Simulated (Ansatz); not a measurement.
## MoTe2: strain energy, fitted

MoTe2, P6_3/mmc, a = 3.494 Å, c = 14.006 Å. The compound has several low-lying forms, and this is one of them. Ansatz: PBEsol, PAW, 420 eV, Γ-centred 12×12×2 mesh on 6 atoms, Gaussian smearing 0.02 eV; no spin polarisation. Series: strain along c alone, the other axes held, atoms relaxed; x is the strain in per cent. y is the free energy over the unstrained cell, V0 = 24.682 Å³/atom.

| x (%) | y (meV/atom) |
| --- | --- |
| -6.0 | ? |
| -4.0 | 6.43 |
| -2.0 | 1.38 |
| 0.0 | 0.00 |
| 2.0 | 0.94 |
| 4.0 | 3.22 |
| 6.0 | 6.13 |

Question: Fit y = c2 x² + c3 x³ to the other rows, turn c2 into a modulus, and predict the missing energy.

Answer: Least squares on the rows shown. y = 0.30621 x² − 0.023027 x³. In eV per unit strain² c2 is 3.062; this is C33 with relaxed ions (E = ½ C33 V0 ε²): 2 × 3.062 × 160.2 / (24.682) = 40 GPa. With a term in x⁴ added, the coefficient of x² becomes 0.2861, 7 % less, which shows how far this figure hangs on the form. At x = -6.0 the fit asked for gives 16.00 meV/atom. The run gave 16.92 meV/atom, so the fit is 0.92 meV/atom too low, 5.4 % of the span of the series, against an rms of 0.11 meV/atom on the fitted rows. The row lies outside the fitted range. With a term in x⁴ added, a fit to the same known rows predicts 16.98 meV/atom, so most of the miss is curvature that the known rows already hold.